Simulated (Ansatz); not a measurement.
Bi under changes of volume

One of the cells (35.070 Å³/atom); the others are scaled copies at fixed shape and fractional positions:

```
Bi
1.0
     2.26750    1.30914    3.93800
    -2.26750    1.30914    3.93800
     0.00000   -2.61828    3.93800
Bi
2
Direct
  0.76600 0.76600 0.76600
  0.23400 0.23400 0.23400
```

* Program: Ansatz 0.2.0
* Functional: PBE
* Potentials or basis: SPMS NC
* Cutoff: 517 eV (not typed: the program's choice for these potentials)
* k mesh: 7 × 7 × 7
* Occupations: fermi-dirac, width 0.05 eV
* Spin: no spin polarisation

```tsv
volume (Å³/atom)	energy over the lowest point (meV/atom)	pressure (GPa)	gap on the mesh (eV)	largest force (eV/Å)
32.965	62.72	6.0	0.30	0.538
33.667	?	?	?	?
34.368	22.48	3.3	0.28	0.321
35.070	10.48	2.2	0.27	0.223
35.771	3.15	1.2	0.26	0.131
36.472	0.00	0.3	0.25	0.046
37.174	0.61	-0.5	0.24	0.034
```

Q: What does the run at 33.667 Å³/atom give?

A: Energy over the lowest point 39.70 meV/atom; pressure 4.6 GPa; gap on the mesh 0.29 eV; largest force 0.426 eV/Å.

Worked out: A Birch-Murnaghan fit of order 3 (a polynomial in V^(-2/3)) to the other rows has its minimum at 36.70 Å³/atom with B0 = V·E''(V) = 43 GPa and B' = 4.7 at fixed shape and positions, which overstates the stiffness. It gives 39.68 meV/atom at 33.667 Å³/atom, against the run's 39.70, and -dE/dV = 4.6 GPa, against 4.6. A straight line through the other rows of the gap, of slope -0.499 eV per unit of ln V, gives 0.29 eV, against the run's 0.29.

Energies are extrapolated to zero smearing.

Caveats: odd divisions of the mesh miss points on the zone boundary, where band edges often lie, so the gap on the mesh can be too wide; spin-orbit coupling is left out, which as a rule narrows the gap of such compounds by several tenths of an eV.

A mesh can miss the band edges.
